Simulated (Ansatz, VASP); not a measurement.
LiCl in VASP and in Ansatz

```xyz
2
Lattice="0.0000 2.5754 2.5754 2.5754 0.0000 2.5754 2.5754 2.5754 0.0000" Properties=species:S:1:pos:R:3 pbc="T T T"
Li    0.0000    0.0000    0.0000
Cl    2.5754    2.5754    2.5754
```

Alike in both runs: functional PBE; k mesh 8 × 8 × 8; no spin polarisation.

Ansatz relaxed the structure, and its values are those at the end. VASP's run is a single point on that final structure, the one shown.

```csv
,VASP,Ansatz
version,VASP 6.6.1,Ansatz 0.2.0
potentials or method,"VASP PAW PBE potentials, release 64 (Li_sv, Cl)","scalar-relativistic, plane waves, PAW"
plane-wave cutoff (eV),520,420
occupations,"gaussian, width 0.01 eV",fixed
valence electrons in the cell,10,10
```

```tsv
	VASP	Ansatz	Ansatz less VASP
gap on the k mesh at the Fermi level (eV)	6.27	6.26	-0.012
least direct gap on the mesh (eV)	6.27	6.26	-0.012
```

 A k mesh can miss the band edges.
